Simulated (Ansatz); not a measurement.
# Y: one crystal by all-electron and frozen-core methods

Does the method matter for Y? The same cell, functional and mesh are run with all-electron LAPW, frozen-core PAW and datasets made for this crystal. The cell is first relaxed from a guess with PAW; it needn't be the stable phase of this composition.

This is Y in the simple cubic structure; at room conditions it is hcp.

Method: DFT PBE, scalar-relativistic, in Ansatz 0.2.0.

### 1 Starting point

Symmetry: Pm-3m, No. 221, cubic system. Conventional cell: a = 3.220 Å, b = 3.220 Å, c = 3.220 Å, α = 90.00°, β = 90.00°, γ = 90.00°. Around Y (site symmetry m-3m) lie 6 Y at 3.22 Å.

Structure file:

```cif
data_structure
_symmetry_space_group_name_H-M 'P 1'
_symmetry_Int_Tables_number 1
_cell_length_a 3.2195
_cell_length_b 3.2195
_cell_length_c 3.2195
_cell_angle_alpha 90.000
_cell_angle_beta 90.000
_cell_angle_gamma 90.000
_cell_volume 33.37
loop_
_atom_site_label
_atom_site_type_symbol
_atom_site_fract_x
_atom_site_fract_y
_atom_site_fract_z
_atom_site_occupancy
Y1 Y 0.00000 0.00000 0.00000 1
```

### 2 Relaxing the guess with PAW

input.yaml

```yaml
crystal:
  lattice:
    - [3.2195088072, 0.0, 0.0]
    - [0.0, 3.2195088072, 0.0]
    - [0.0, 0.0, 3.2195088072]
  atoms:
    - { symbol: "Y", position: [0.0, 0.0, 0.0] }
kpoints:
  mp_grid: { grid: [11, 11, 11] }
scf:
  occupations: { method: fermi_dirac, width: 0.08 }
hamiltonian:
  xc: pbe
  pseudopotentials: { kind: paw }
output:
  forces: true
  stress: true
relax:
  f_tol: 0.005
  max_steps: 80
  cell: {}
```

Run with:

```
$ ansatz run input.yaml --threads 1 --pin off --max-ram 2048MiB --backend cpu --events-out ev --progress --plain --runs-dir out
```

Further steps of the session: All-electron LAPW; Frozen-core PAW; Datasets made for this crystal.

Before running it: what results should come out? Wanted: pressure; gap; highest ELF.

As calculated:

| quantity | value |
| --- | --- |
| pressure | LAPW 0.01, PAW 0.01, crystal datasets 0.01 GPa |
| gap (LAPW) | none |
| highest ELF (PAW) | 0.55, 2.17 Å from Y |

What this shows: The pressure is within half a GPa of zero, so the volume is close to equilibrium at this level. With 21 electrons in the bands of a cell, and no spin, a band must be partly filled: it is a metal at this level. Within 0.3 eV of the Fermi level the largest projected share is Y 4d (93 %). The projection holds only the free atom's occupied shells (Y 5s, Y 4d in this range). In pressure, PAW differs from LAPW by less than 0.01 GPa.
